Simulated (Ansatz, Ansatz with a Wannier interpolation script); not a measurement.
# G0W0 band structure of Al2O3 (Corundum)

Aim: the G0W0 bands of Al2O3 (Corundum) along the symmetry lines, with the gap off the mesh.

Calculated with Ansatz 0.2.0; PBE, Wannier functions and G0W0, plane waves, PAW.

**The experiments to reproduce.**

- Gap 8.7 eV: optical band gap of host from absorption; optical absorption, quoted from earlier work; bulk crystal (high-purity reference sample) (quoted in “Multi-petahertz electron interference in Cr:Al2O3 solid-state material”, 2018, pmc:5906618).

## (1) The structure

Symmetry: R-3c, No. 167, trigonal system. The conventional cell has a = 4.760 Å, b = 4.760 Å, c = 12.996 Å, α = 90.00°, β = 90.00°, γ = 120.00°. Al has 6 O at 1.85 to 1.97 Å nearest. O has 4 Al at 1.85 to 1.97 Å nearest. Farther neighbours and most contacts between anions are not listed.

The cell and positions come from the Crystallography Open Database and are kept as given unless a step says otherwise. The default PAW set here is soft_2. Its files were made with PBE.

## (2) PBE bands

The cheap functional maps the bands first; the places of the edges decide which points the dearer methods must see.

This step: DFT, PBE, plane waves, PAW.

Input file input.yaml:

```yaml
crystal:
  lattice:
    - [2.38025, 1.3742379782, 4.3318666667]
    - [-2.38025, 1.3742379782, 4.3318666667]
    - [0.0, -2.7484759565, 4.3318666667]
  atoms:
    - { symbol: Al, position: [0.35216, 0.35216, 0.35216] }
    - { symbol: Al, position: [0.14784, 0.14784, 0.14784] }
    - { symbol: Al, position: [0.64784, 0.64784, 0.64784] }
    - { symbol: Al, position: [0.85216, 0.85216, 0.85216] }
    - { symbol: O, position: [0.55668, 0.94332, 0.25] }
    - { symbol: O, position: [0.25, 0.55668, 0.94332] }
    - { symbol: O, position: [0.94332, 0.25, 0.55668] }
    - { symbol: O, position: [0.44332, 0.05668, 0.75] }
    - { symbol: O, position: [0.75, 0.44332, 0.05668] }
    - { symbol: O, position: [0.05668, 0.75, 0.44332] }
kpoints:
  mp_grid: { grid: [4, 4, 4] }
  band_path:
    path:
      - [[0.0, 0.0, 0.0], [0.5, 0.5, 0.5], [0.76623952, 0.23376048, 0.5]]
      - [[0.5, -0.23376048, 0.23376048], [0.5, 0.0, 0.0], [0.0, 0.0, 0.0], [0.36688024, -0.36688024, 0.0]]
      - [[0.63311976, 0.0, 0.36688024], [0.5, 0.0, 0.5], [0.0, 0.0, 0.0]]
    npoints: 10
hamiltonian:
  xc: pbe
scf:
  occupations: { method: fermi_dirac, width: 0.02 }
  n_extra_bands: 45
output:
  eigenvalues: true
  fatbands: true
  write_density: true
  write_potential: true
  elf: true
  volumetric_format: npy
```

On the command line:

```console
> ansatz run input.yaml --threads 3 --pin off --max-ram 64512MiB --backend cuda --events-out ev --progress --plain --runs-dir out --devices 1 --max-vram 24GiB  # rebuilt from the run's record
```

Numbers of over 12 decimals in the logs are rounded to 6 here.

What it wrote:

```text
scf.n_extra_bands = 45 over 24 filled bands (N_el = 48.0): the run solves 69 bands
GPUs: using 1 of 1 available (devices: 1).
Engine: ansatz 0.2.0, x86_64-unknown-linux-gnu
Pseudopotentials: kind: paw
Pseudopotential: Al, paw, valence charge 3, recommended cutoff 420 eV (normal), Al.paw.azcp
Pseudopotential: O, paw, valence charge 6, recommended cutoff 420 eV (normal), O.paw.azcp
Functional definition: PBE
  parameter kappa = 0.804
  parameter beta = 0.066725
  exchange = pbe_x(kappa = kappa, mu = beta*pi^2/3)
  correlation = pbe_c(beta = beta)
device memory: the entry about to start is reckoned to put 3.6 GiB on a device that reports 68.1 GiB free (of which the cap on the GPU budget leaves the run 24.0 GiB)
GPU FFT provider: cuFFT
GPU libraries: cuBLAS 13.8.2, cuFFT 12.4.0, cuSOLVER 12.3.4
Crystal: 10 atoms, lattice volume = 85.018 Å³
Basis set: ecut = 420 eV, 1653 PW (Γ)
Bands: 69, of which v1, the nominal top of the filled ones, is band 24 counted from 1 (23 counted from 0)
Symmetry: 12 space group operations
Space group: R-3c (ITA 167), of the structure as read, at distance tolerance 4.4e-5 Å
k-points: 13 of 64
Non-local potential: Al, projectors of the file, l = 0: 2, l = 1: 2, l = 2: 1
Non-local potential: O, projectors of the file, l = 0: 2, l = 1: 2, l = 2: 1
PAW form: soft (Blöchl's): semilocal exchange-correlation on the pseudo side does not see the compensation charge
PAW one-centre angular grid: Al, 110 points (default); XC on 64 Gauss nodes
PAW one-centre angular grid: O, 110 points (default); XC on 64 Gauss nodes
Initial density: superposition of atomic densities (neutral atoms: chi_scale 0, normalization atom), corrected by the library's trained network
Initial wavefunctions: pseudopotential atomic-orbital guess
GPU buffer pool allocated for 46656 grid points (all kernels)
GPU transforms: local potential and band sums: pruned to the plane-wave sphere, on 36×36×36
Functional: x = pbe(κ = 0.804, μ = 0.219515), c = pbe(β = 0.066725)
SCF iter   1: F=—  HF=-5569.549736 eV  |F-HF|=—  |Δ(HF+E_count)|=         —  Δρ=1.75e-3  dr2=1.32e-3  ethr=1.77e-3  ⟨swp⟩=6.0  Hψ=4656  notcnv=0  defer=216
preconditioner: auto → Resta (q_TF=auto, 2.480 Å⁻¹)  ε∞=2.1  [insulator: Δε(μ)=6.209 eV  Ē_g=26.473 eV  σ=0.020 eV  W_gap=1.00  n_scr=20 (ndim 8)  ℏωp=27.9 eV  f_vac=0.000  D(μ)=0.00/eV (n_scr^D=0)  ε∞_Penn≈2.1]
SCF iter   2: F=—  HF=-5569.550054 eV  |F-HF|=—  |Δ(HF+E_count)|=   3.18e-4  Δρ=8.73e-4  dr2=2.55e-4  ethr=2.75e-6  ⟨swp⟩=2.0  Hψ=1407  notcnv=0  defer=457
SCF iter   3: F=—  HF=-5569.550708 eV  |F-HF|=—  |Δ(HF+E_count)|=   6.54e-4  Δρ=1.48e-4  dr2=9.23e-6  ethr=5.32e-7  ⟨swp⟩=2.0  Hψ=703  notcnv=0  defer=457
SCF iter   4: F=—  HF=-5569.550833 eV  |F-HF|=—  |Δ(HF+E_count)|=   1.25e-4  Δρ=2.12e-5  dr2=2.50e-7  ethr=1.92e-8  ⟨swp⟩=2.2  Hψ=692  notcnv=0  defer=457
iter 5 did not close the SCF: its close was put off for the readings that it lacked (scf_convergence_deferred on its scf_iter line)
SCF iter   5: F=-5569.550833 eV  HF=-5569.550833 eV  |F-HF|=7.02e-9  |Δ(HF+E_count)|=   3.23e-7  Δρ=3.45e-6  dr2=4.33e-9  ethr=5.22e-10  ⟨swp⟩=2.1  Hψ=674  notcnv=0  defer=457
SCF iter   6: F=-5569.550833 eV  HF=-5569.550833 eV  |F-HF|=2.73e-11  |Δ(HF+E_count)|=   8.13e-9  Δρ=2.49e-7  dr2=3.00e-11  ethr=9.02e-12  ⟨swp⟩=8.8  Hψ=5492  notcnv=0
SCF 1 converged in 6 iterations: F = -5569.550833 eV  dr2 = 3.00e-11
[...]
device memory: the entry about to start is reckoned to put 2.7 GiB on a device that reports 68.1 GiB free (of which the cap on the GPU budget leaves the run 24.0 GiB)
NSCF: frozen V_eff on 73 k-points
SCF converged after 6 iterations
Free energy (F): -5569.550833 eV
Harris-Foulkes:  -5569.550833 eV  (|F-HF|=2.73e-11)
Internal energy: -5569.550833 eV  (E = F + TS)
E sigma→0 (E₀):  -5569.550833 eV
Fermi energy:    10.861690 eV
--- Per-component energies (eV) ---
  E_band       = 66.968879
  E_kinetic    = 1184.755861
  E_local      = -1979.100105  (includes V_loc(G=0)·N_el)
  E_nonlocal   = 324.569913
  E_hartree    = 734.071722
  E_xc         = -613.960363
  E_vxc        = -697.572497  (∫ρ·V_xc dr)
  E_paw        = -2822.172466  (= ΣΔE_a)
  E_vpaw       = -233.842741  (= ΣTr[D̂ρ^β])
  E_aug_tail   = 0.015174  (compensation charges beyond the density's cutoff)
  E_ewald      = -2397.730569
  E_smearing   = -0.000000  (= −TS)
  E_closure    = 0.000000  (closes the sum)
  Σ components = -5569.550833   (vs F -5569.550833, Δ=0.00e0)
--- Band table (eV; the first three rows and the last of 13) ---
  k-point 0: bands = [... 20 lower, 7.2534, 7.7067, 7.7067, 7.7510, 13.9678, 16.9106, 18.5127, 19.2898, ... 41 higher]
  k-point 1: bands = [... 20 lower, 6.9864, 7.3014, 7.5967, 7.6382, 15.2221, 17.8162, 17.9062, 18.5498, ... 41 higher]
  k-point 2: bands = [... 20 lower, 6.8416, 6.8416, 7.4771, 7.4771, 17.2217, 17.2217, 17.4052, 17.4052, ... 41 higher]
  k-point 12: bands = [... 20 lower, 7.3684, 7.3684, 7.3684, 7.3684, 16.4293, 16.4293, 18.8590, 18.8590, ... 41 higher]
```

Elapsed: 9 s, on 1 × NVIDIA H100 80GB HBM3 (shared by 3 runs) with 3 threads of AMD EPYC 7R13 (Zen 3), shared host; peak memory 0.93 GiB; 10 s of CPU time.

In the SCF lines HF is the Harris–Foulkes energy and dr2 the Hartree energy of the density residual, in eV; the loop may stop once dr2 is under the threshold and the program's other checks hold. Hψ counts applications of the Hamiltonian.

This step gave:

```yaml
filled_bands: 24
gap: 6.217 eV
valence_top_at: Γ
conduction_bottom_at: Γ
least_direct_gap: 6.217 eV
```

The gap is direct, at Γ.

Valence density in the ac plane of the conventional cell at fractional y = 0.000, with atoms of Al and O within 0.2 Å of it. It is the smooth field of the valence electrons, not physical close to the nuclei.

Ten even steps from '0' (0.0 e/Å³) to '9' (6.2 e/Å³), each cell a mean:
```
00001210000000
00038940000000
00026630000000
00000000000000
00000000122100
00000001498310
00000000376300
00000000001000
00011110000000
00138940000000
00026630000000
00000000000000
00000000121000
00000002795100
00000001574100
00000000000000
00012100000000
00269620000000
00157510000000
00001000000000
00000000121000
00000002795100
00000001574100
00000000000000
```
Columns run along a (4.8 Å), rows up along c (13.0 Å), edges of the conventional cell, whose origin can differ from the input's. Atoms in or near the plane, at fractional coordinates: Al at (0.00, 0.35), Al at (0.00, 0.15), Al at (0.00, 0.65), Al at (0.00, 0.85), O at (0.31, 0.25), O at (0.33, 0.92), O at (0.36, 0.58), O at (0.69, 0.75), O at (0.67, 0.08), O at (0.64, 0.42).

Electrostatic potential energy in the ac plane of the conventional cell at fractional y = 0.000, with atoms of Al and O within 0.2 Å of it. With pseudopotentials it is smooth inside the atoms' cores, unlike the true potential.

Ten even steps from '0' (-34 eV) to '9' (13 eV), each cell a mean:
```
99997789999999
78840039999987
66651159999866
86688899999757
66799999877766
88999998300488
77899999511587
65689999988766
86677789999757
66740039999866
89961149999998
99999889999999
99999998778999
78999996102787
66789997213766
86689999988757
66776799999866
88610169999988
77731279999987
65688999999766
86689999777757
66799996101666
89999997213898
99999999889999
```
Columns run along a (4.8 Å; values clipped at the 3rd and 97th percentile), rows up along c (13.0 Å), edges of the conventional cell, whose origin can differ from the input's. Atoms in or near the plane, at fractional coordinates: Al at (0.00, 0.35), Al at (0.00, 0.15), Al at (0.00, 0.65), Al at (0.00, 0.85), O at (0.31, 0.25), O at (0.33, 0.92), O at (0.36, 0.58), O at (0.69, 0.75), O at (0.67, 0.08), O at (0.64, 0.42).

## (3) Wannier functions (Al:3s Al:3p O:2p) on 8×8×8

Localised functions give a small Hamiltonian that interpolates between mesh points at no cost.

This step: maximally localised Wannier functions, PBE, plane waves, PAW.

input.yaml, the sections that differ from step 2:

```yaml
kpoints:
  mp_grid: { grid: [4, 4, 4] }
scf:
  occupations: { method: fixed }
  n_extra_bands: 45
output:
  wannier:
    kmesh: [8, 8, 8]
    projections:
      - { species: Al, l: s, shell: 3 }
      - { species: Al, l: p, shell: 3 }
      - { species: O, l: p, shell: 2 }
    minimise: true
    write_hr: true
    seedname: w
    conv_tol: 1.0e-07
    max_iter: 4000
    disentanglement:
      window: [0.7, 25.74]
      frozen_window: [0.7, 16.97]
      conv_tol: 1.0e-08
# crystal, hamiltonian: as in step 2
```

What it wrote:

```text
[...]
GPUs: using 1 of 1 available (devices: 1).
[...]
GPU FFT provider: cuFFT
GPU libraries: cuBLAS 13.8.2, cuFFT 12.4.0, cuSOLVER 12.3.4
Crystal: 10 atoms, lattice volume = 85.018 Å³
Basis set: ecut = 420 eV, 1653 PW (Γ)
Bands: 69, of which v1, the nominal top of the filled ones, is band 24 counted from 1 (23 counted from 0)
Symmetry: 12 space group operations
[...]
k-points: 13 of 64
[...]
GPU buffer pool allocated for 46656 grid points (all kernels)
[...]
SCF iter   1: F=—  HF=-5569.549827 eV  |F-HF|=—  |Δ(HF+E_count)|=         —  Δρ=1.76e-3  dr2=1.33e-3  ethr=1.77e-3  ⟨swp⟩=4.5  Hψ=3323  notcnv=0  defer=530
[...]
SCF iter   6: F=-5569.550833 eV  HF=-5569.550833 eV  |F-HF|=1.49e-9  |Δ(HF+E_count)|=   3.73e-8  Δρ=1.90e-6  dr2=2.24e-9  ethr=5.96e-11  ⟨swp⟩=10.9  Hψ=6976  notcnv=0
SCF 1 converged in 6 iterations: F = -5569.550833 eV  dr2 = 2.24e-9
[...]
NSCF: frozen V_eff on 13 k-points
the band table was solved once the SCF had ended and its energy, with any forces and stress, was formed, with the checks that follow a solve (3242 applications of the Hamiltonian). They found nothing against the state; the energy, forces and stress were not computed again (output.eigenvalues in the input reference)
[...]
the Wannier pass solved 68 of the 512 points of its mesh, and has the states at the others by symmetry: states obtained by the crystal's operations at points that were solved too leave a residual of 2.32e-13 eV (read by the count's bands and the next), within 8.33e-6 eV
SCF converged after 6 iterations
Free energy (F): -5569.550833 eV
[...]
Internal energy: -5569.550833 eV  (E = F + TS)
E sigma→0 (E₀):  -5569.550833 eV
Fermi energy:    7.750956 eV
[...]
--- Band table (eV; the first three rows and the last of 13) ---
  k-point 0: bands = [... 20 lower, 7.2534, 7.7066, 7.7066, 7.7510, 13.9678, 16.9106, 18.5127, 19.2898, ... 41 higher]
  k-point 1: bands = [... 20 lower, 6.9864, 7.3014, 7.5967, 7.6382, 15.2220, 17.8162, 17.9062, 18.5497, ... 41 higher]
  k-point 2: bands = [... 20 lower, 6.8416, 6.8416, 7.4771, 7.4771, 17.2217, 17.2217, 17.4052, 17.4052, ... 41 higher]
  k-point 12: bands = [... 20 lower, 7.3684, 7.3684, 7.3684, 7.3684, 16.4293, 16.4293, 18.8590, 18.8590, ... 41 higher]
Wannier search: line search 1 of at most 4000: gauge-dependent spread (as the search counts it) 21.3109193 Å², largest recent change 2.1e1 Å² and fall left 3.6e-1 Å² against conv_tol 1.0e-7 Å², 0 stops escaped
```

It took 25 s on 1 × NVIDIA H100 80GB HBM3 (shared by 3 runs) with 3 threads; peak memory 1.5 GiB.

w.win, one line in 2:

```text
! ansatz wannier90 interface
! states of the run's bands (counted from 1): 1-46
num_wann  = 34
conv_tol = 1e-7
dis_win_min = 0.7
dis_froz_min = 0.7
dis_num_iter = 10000
guiding_centres = true

Ang
       -2.380249999995433       1.3742379782193035        4.331866666705287
end unit_cell_cart
begin atoms_frac
Al                   0.14784                  0.14784                  0.14784
Al                   0.85216                  0.85216                  0.85216
O                       0.25                  0.55668                  0.94332
O                    0.44332                  0.05668                     0.75
O                    0.05668                     0.75                  0.44332
```

Numbers from this step:

* gauge-invariant spread: 41.90 Å²
* diagonal spread: 0.04580 Å²
* off-diagonal spread: 4.868 Å²
* total spread: 46.81 Å²
* least projectability: 0.001233
* localisation steps: 25
* disentanglement steps: 631
* r.m.s. interpolation error: 2.52e-4 eV
* r.m.s. error near the gap: 2.94e-4 eV

Near the gap the model misses directly solved bands by 0.3 meV r.m.s. and by 3 meV at most in the window tested. This tests the starting bands, not the corrections carried with them.

Wannier functions, by row:

| function | x (Å) | y (Å) | z (Å) | spread (Å²) | nearest atom | distance (Å) |
| --- | --- | --- | --- | --- | --- | --- |
| 1 | -0.585 | 0.843 | 4.646 | 2.262 | Al1 | 1.028 |
| 2 | -0.585 | -0.843 | 1.852 | 2.262 | Al2 | 1.028 |
| 3 | 0.585 | -0.843 | 8.35 | 2.262 | Al3 | 1.028 |
| 4 | 0.585 | 0.843 | 11.14 | 2.262 | Al4 | 1.028 |
| 5 | 0 | 0 | 5.6 | 1.893 | Al1 | 1.024 |
| 6 | 1.023 | 0.085 | 4.646 | 2.262 | Al1 | 1.028 |
| 7 | -0.437 | -0.928 | 4.646 | 2.262 | Al1 | 1.028 |
| 8 | 0 | 0 | 0.897 | 1.893 | Al2 | 1.024 |
| 9 | 1.022 | -0.085 | 1.852 | 2.262 | Al2 | 1.028 |
| 10 | -0.437 | 0.928 | 1.852 | 2.262 | Al2 | 1.028 |
| 11 | 0 | 0 | 7.395 | 1.893 | Al3 | 1.024 |
| 12 | -1.022 | -0.085 | 8.35 | 2.262 | Al3 | 1.028 |
| 13 | 0.437 | 0.928 | 8.35 | 2.262 | Al3 | 1.028 |
| 14 | 0 | 0 | 12.1 | 1.893 | Al4 | 1.024 |
| 15 | -1.023 | 0.085 | 11.14 | 2.262 | Al4 | 1.028 |
| 16 | 0.437 | -0.928 | 11.14 | 2.262 | Al4 | 1.028 |
| 17 | -0.928 | 1.374 | 7.581 | 0.62 | O5 | 0.008 |
| 18 | -0.968 | 1.374 | 7.581 | 0.726 | O5 | 0.048 |
| 19 | -0.901 | 1.374 | 7.581 | 0.67 | O5 | 0.019 |
| 20 | -0.726 | -1.491 | 7.581 | 0.62 | O6 | 0.008 |
| 21 | -0.74 | -1.467 | 7.581 | 0.67 | O6 | 0.019 |
| 22 | -0.706 | -1.526 | 7.581 | 0.726 | O6 | 0.048 |
| 23 | 1.654 | 0.117 | 7.581 | 0.62 | O7 | 0.008 |
| 24 | 1.641 | 0.093 | 7.581 | 0.67 | O7 | 0.019 |
| 25 | 1.674 | 0.152 | 7.581 | 0.726 | O7 | 0.048 |
| 26 | 0.928 | -1.374 | 5.415 | 0.62 | O8 | 0.008 |
| 27 | 0.968 | -1.374 | 5.415 | 0.726 | O8 | 0.048 |
| 28 | 0.901 | -1.374 | 5.415 | 0.67 | O8 | 0.019 |
| 29 | 0.726 | 1.491 | 5.415 | 0.62 | O9 | 0.008 |
| 30 | 0.74 | 1.467 | 5.415 | 0.67 | O9 | 0.019 |
| 31 | 0.706 | 1.526 | 5.415 | 0.726 | O9 | 0.048 |
| 32 | -1.654 | -0.117 | 5.415 | 0.62 | O10 | 0.008 |
| 33 | -1.641 | -0.093 | 5.415 | 0.67 | O10 | 0.019 |
| 34 | -1.674 | -0.152 | 5.415 | 0.726 | O10 | 0.048 |

Frozen up to 9.22 eV; above it the model need not follow the bands. The electronic bands at the labelled points (eV, zero at the valence-band top):

| point | band 21 | band 22 | band 23 | band 24 | band 25 | band 26 | band 27 | band 28 |
| --- | --- | --- | --- | --- | --- | --- | --- | --- |
| Γ | -0.50 | -0.04 | -0.04 | 0.00 | 6.22 | 9.16 | 10.76 | 11.54 |
| halfway | -0.51 | -0.51 | -0.11 | -0.11 | 7.20 | 9.21 | 10.61 | 11.83 |
| T | -0.38 | -0.38 | -0.38 | -0.38 | 8.68 | 8.68 | 11.27 | 11.27 |
| halfway | -0.85 | -0.85 | -0.54 | -0.54 | 9.38 | 9.38 | 10.87 | 10.87 |
| H2 | -0.85 | -0.85 | -0.51 | -0.51 | 9.73 | 9.73 | 10.16 | 10.16 |
| jump to H0 | -0.85 | -0.85 | -0.51 | -0.51 | 9.73 | 9.73 | 10.16 | 10.16 |
| halfway | -0.84 | -0.84 | -0.32 | -0.32 | 9.38 | 9.38 | 9.87 | 9.87 |
| L | -0.91 | -0.91 | -0.27 | -0.27 | 9.48 | 9.48 | 9.66 | 9.66 |
| halfway | -0.76 | -0.45 | -0.15 | -0.11 | 7.47 | 10.07 | 10.35 | 10.84 |
| Γ | -0.50 | -0.04 | -0.04 | 0.00 | 6.22 | 9.16 | 10.76 | 11.54 |
| halfway | -0.85 | -0.53 | -0.17 | -0.09 | 7.89 | 9.78 | 10.35 | 10.69 |
| S0 | -0.89 | -0.84 | -0.56 | -0.29 | 9.53 | 9.55 | 9.82 | 10.62 |
| jump to S2 | -0.89 | -0.84 | -0.56 | -0.29 | 9.53 | 9.55 | 9.82 | 10.62 |
| halfway | -0.96 | -0.84 | -0.74 | -0.27 | 9.64 | 9.80 | 9.98 | 10.38 |
| F | -1.03 | -0.92 | -0.74 | -0.26 | 9.77 | 9.79 | 9.94 | 10.54 |
| halfway | -0.97 | -0.60 | -0.26 | -0.17 | 7.73 | 10.14 | 10.30 | 10.91 |
| Γ | -0.50 | -0.04 | -0.04 | 0.00 | 6.22 | 9.16 | 10.76 | 11.54 |

The same for Kohn-Sham, solved directly:

| point | band 21 | band 22 | band 23 | band 24 | band 25 | band 26 | band 27 | band 28 |
| --- | --- | --- | --- | --- | --- | --- | --- | --- |
| Γ | -0.50 | -0.04 | -0.04 | 0.00 | 6.22 | 9.16 | 10.76 | 11.54 |
| T | -0.38 | -0.38 | -0.38 | -0.38 | 8.68 | 8.68 | 11.11 | 11.11 |
| H2 | -0.85 | -0.85 | -0.51 | -0.51 | 9.71 | 9.71 | 10.13 | 10.13 |
| H0 | -0.85 | -0.85 | -0.51 | -0.51 | 9.71 | 9.71 | 10.13 | 10.13 |
| L | -0.91 | -0.91 | -0.27 | -0.27 | 9.47 | 9.47 | 9.65 | 9.65 |
| Γ | -0.50 | -0.04 | -0.04 | 0.00 | 6.22 | 9.16 | 10.76 | 11.54 |
| S0 | -0.89 | -0.84 | -0.56 | -0.29 | 9.51 | 9.55 | 9.76 | 10.23 |
| S2 | -0.89 | -0.84 | -0.56 | -0.29 | 9.51 | 9.55 | 9.76 | 10.23 |
| F | -1.03 | -0.92 | -0.74 | -0.26 | 9.64 | 9.73 | 9.94 | 10.41 |
| Γ | -0.50 | -0.04 | -0.04 | 0.00 | 6.22 | 9.16 | 10.76 | 11.54 |

(Continued in part 2 of 2.)

[Paths, hosts, dates, memory and timing lines, banners, echoed tables and standing remarks are left out of the program output.]

[Logs are printed without paths, hosts, clocks, repeated set-up lines and the standing remarks that a program may print on its own settings, such as how far it seeks lower states.]

[Runs of the session that timed out or met a known fault of the program may be left out.]

[Hosts, paths, dates, database ids (printed as entryN), source tags and the programs' standing remarks are cut or masked in the printed files.]
